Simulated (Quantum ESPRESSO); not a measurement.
# How BaO absorbs and reflects light, part 3 of 3

Aim: the dielectric function of BaO, and the optical constants that follow from it. The cell comes from an older database entry, whose edges can differ from later determinations, mostly by under a per cent.

Quantum ESPRESSO 7.5; DFT, PBE, plane waves with norm-conserving potentials (PseudoDojo), scalar-relativistic, independent-particle optical response without local fields and without the non-local commutator.

So far. Step 2 (Ground state): There is a gap, 2.08 eV on this mesh (points off the mesh can give less), so no carriers' term is needed.

The database entry behind the starting cell differs from later determinations by our own check (about 0.7 % short), so it need not match the best structure at ambient conditions.

## 5. Dielectric function

With the density converged, the vertical transitions are summed over the zone.

This step: DFT, PBE, plane waves with norm-conserving potentials (PseudoDojo), scalar-relativistic, independent-particle optical response without local fields and without the non-local commutator (Quantum ESPRESSO 7.5).

Contents of epsilon.in:

```
&inputpp
  prefix = 'x'
  outdir = './tmp'
  calculation = 'eps'
/
&energy_grid
  smeartype = 'gauss'
  intersmear = 0.2
  wmin = 0.0
  wmax = 22
  nw = 500
/
```

On the command line:

```
$ mpirun -n 4 epsilon.x -nk 4 -in epsilon.in
```

Output:

```text
[banner, memory and clock lines left out]

     Broadcasting variables...

     IMPORTANT: XC functional enforced from input :
     Exchange-correlation= PBE
                           (   1   4   3   4   0   0   0)
     Any further DFT definition will be discarded

     G-vector sticks info

     Fermi energy [eV] is:  8.94606
     The system is a dielectric...
     metallic system: redefining wmin =     0.000000

     Performing eps calculation...

     xx,yy,zz plasmon frequences [eV] are:    18.649752631   18.649752680   18.649752741
```

Elapsed: 2.3 s, on 4 MPI ranks of Arm Neoverse V1, shared host; peak memory 0.05 GiB; 8.7 s of CPU time.

This step gave:

- electronic dielectric constant ε∞, mean over x, y and z (by symmetry where fewer were run): 4.796
- main peak of Im epsilon, first axis: 7.562 eV

Some rows of epsi_x.dat:

```text
# energy grid [eV]     epsi_x  epsi_y  epsi_z
#
    0.176352705    0.003877729    0.003877729    0.003877729
    1.234468938    0.035284211    0.035284211    0.035284212
    2.292585170    0.451561806    0.451561807    0.451561808
    3.350701403    1.284273070    1.284273071    1.284273072
    4.408817635    1.594859514    1.594859515    1.594859517
    5.466933868    2.583441263    2.583441265    2.583441267
    6.525050100    6.083397154    6.083397157    6.083397159
    7.583166333    8.200041578    8.200041581    8.200041584
    8.641282565    4.633614017    4.633614020    4.633614025
    9.699398798    2.583875327    2.583875331    2.583875336
   10.757515030    0.903941097    0.903941102    0.903941108
   11.815631263    0.893437348    0.893437353    0.893437360
   12.873747495    1.098820729    1.098820736    1.098820744
   13.931863727    2.141890020    2.141890027    2.141890037
   14.989979960    2.865338847    2.865338856    2.865338867
   16.048096192    2.034042564    2.034042574    2.034042587
   17.106212425    2.431104763    2.431104775    2.431104791
   18.164328657    2.119220123    2.119220139    2.119220157
   19.222444890    1.951657884    1.951657902    1.951657925
   20.280561122    1.802551716    1.802551738    1.802551766
   21.338677355    0.942758829    0.942758856    0.942758892
```

The Im ε, any direction has structure finer than the step of the table below, so its rows give means over 0.5 eV, whole bins alone (the curve runs from 0 to 22 eV). Peaks (eV: height): 5.25: 3.56, 5.91: 4.94, 6.66: 7.54, 7.58: 8.2, 8.46: 5.90, 14.77: 3.17, 16.53: 3.33.

Values under the direct gap are tails of Lorentzian lines. Table of Im ε, any direction by photon energy; means over each step:

```tsv
photon energy (eV)	Im ε, any direction
0.5	0.0115
1.0	0.0262
1.5	0.0535
2.0	0.235
2.5	0.940
3.0	1.04
3.5	1.08
4.0	1.44
4.5	2.06
5.0	2.47
5.5	2.93
6.0	4.34
6.5	6.38
7.0	6.02
7.5	7.22
8.0	6.37
8.5	5.07
9.0	4.01
9.5	3.13
10.0	2.13
10.5	1.29
11.0	0.916
11.5	0.743
12.0	1.21
12.5	1.15
13.0	1.55
13.5	1.94
14.0	2.08
14.5	2.73
15.0	2.84
15.5	2.55
16.0	2.14
16.5	2.71
17.0	2.26
17.5	2.12
18.0	2.22
18.5	2.58
19.0	2.07
19.5	1.67
20.0	1.66
20.5	1.69
21.0	1.28
21.5	0.830
```

Re ε, any direction against photon energy:

```tsv
photon energy (eV)	Re ε, any direction
0	4.80
1	4.91
2	5.51
3	5.61
4	5.45
5	6.32
6	5.67
7	4.07
8	-0.615
9	-0.345
10	-1.30
11	0.212
12	1.64
13	2.27
14	1.76
15	0.725
16	0.474
17	0.604
18	0.0702
19	-0.346
20	-0.213
21	-0.938
22	-0.528
```

The loss function −Im 1/ε at q → 0, any direction has structure finer than the step of the table below, so its rows give means over 0.5 eV, whole bins alone (the curve runs from 0 to 22 eV). Peaks (eV: height): 10.76: 1.11, 11.15: 1.07, 12.43: 0.447, 16.09: 0.463, 16.89: 0.502, 19.93: 0.625, 21.82: 0.946.

Values under the direct gap are tails of Lorentzian lines. The loss function −Im 1/ε at q → 0, any direction by energy loss; means over each step:

```tsv
energy loss (eV)	loss function −Im 1/ε at q → 0, any direction
0.5	4.9e-4
1.0	0.00108
1.5	0.00204
2.0	0.00757
2.5	0.0293
3.0	0.0339
3.5	0.0353
4.0	0.0423
4.5	0.0492
5.0	0.0552
5.5	0.0647
6.0	0.0715
6.5	0.0897
7.0	0.119
7.5	0.118
8.0	0.160
8.5	0.195
9.0	0.242
9.5	0.289
10.0	0.401
10.5	0.728
11.0	0.995
11.5	0.540
12.0	0.324
12.5	0.369
13.0	0.224
13.5	0.276
14.0	0.280
14.5	0.246
15.0	0.321
15.5	0.365
16.0	0.433
16.5	0.329
17.0	0.431
17.5	0.467
18.0	0.439
18.5	0.383
19.0	0.455
19.5	0.556
20.0	0.585
20.5	0.518
21.0	0.532
21.5	0.712
```

The reflectivity at normal incidence, any direction has structure finer than the step of the table below, so its rows give means over 1 eV, whole bins alone (the curve runs from 0 to 22 eV). Peaks (eV: height): 6.7: 31.0, 8.1: 39.1, 8.6: 36.0, 9.5: 35.8, 10.1: 38.9, 19.3: 29.9, 21.4: 42.6.

Table of reflectivity at normal incidence, any direction by photon energy; means over each step:

```tsv
photon energy (eV)	reflectivity at normal incidence, any direction (%)
1	14.4
2	16.2
3	16.5
4	17.9
5	20.1
6	24.5
7	28.1
8	33.9
9	33.2
10	32.5
11	13.0
12	5.23
13	7.57
14	11.3
15	17.3
16	15.3
17	19.5
18	18.0
19	26.5
20	25.2
21	36.9
```

Refractive index n and extinction k against photon energy:

```tsv
photon energy (eV)	n	k
0	2.19	0
1	2.22	0.00581
2	2.35	0.0366
3	2.38	0.242
4	2.36	0.342
5	2.56	0.459
6	2.52	0.815
7	2.38	1.26
8	1.77	1.94
9	1.36	1.48
10	0.796	1.39
11	0.780	0.630
12	1.36	0.462
13	1.60	0.537
14	1.52	0.747
15	1.35	1.05
16	1.16	0.933
17	1.17	0.881
18	1.07	1.04
19	0.948	1.12
20	0.841	0.959
21	0.608	1.14
22	0.438	0.848
```

From ε follow the optical constants at some laser and lamp lines:

```tsv
wavelength (nm)	n	k	R (%)	1/α
1550	2.21	0.004	14.2	28 µm
1064	2.23	0.007	14.5	12 µm
800	2.26	0.012	15.0	5.2 µm
532	2.40	0.099	17.0	426 nm
405	2.37	0.252	17.0	128 nm
308	2.35	0.334	17.1	73 nm
248	2.55	0.459	20.5	43 nm
```

Below the direct gap, k and the depth come from the tails of the Lorentzian lines, not from transitions.

Rows near the edge hang on the gap, which this functional as a rule makes too small, and phonon-assisted absorption is left out.

## 6. Outcome

```json
{"electronic dielectric constant ε∞, mean over x, y and z (by symmetry where fewer were run) (independent particles)": "4.80", "main peak of Im epsilon, first axis": "7.56 eV"}
```

In words: At this level (PBE, independent particles) BaO has ε∞ = 4.80 and n = 2.21 at 1550 nm, and Im ε peaks at 7.6 eV. Distinct maxima of Im ε, read by a parabola through the highest points, lie at 6.67 eV (7.6), 7.56 eV (8.2), 7.89 eV (7.9) and 8.45 eV (5.9). Excitons and phonon-assisted transitions are missing, and so are local fields; PBE gaps are as a rule too small, which pulls the onset down and ε∞ up. Spin-orbit coupling is left out although heavy atoms are present. epsilon.x leaves out the commutator of the non-local potential, so its intensities are off, as a rule too high. The sum runs over mesh points, so small or evenly spaced maxima can still be ripples of the mesh.

[Machine, clock, banner and «Message from routine» lines are left out of the logs.]

[Logs are printed without paths, hosts, clocks, repeated set-up lines and the standing remarks that a program may print on its own settings, such as how far it seeks lower states.]

[Hosts, paths, dates, database ids (printed as entryN), source tags and the programs' standing remarks are cut or masked in the printed files.]
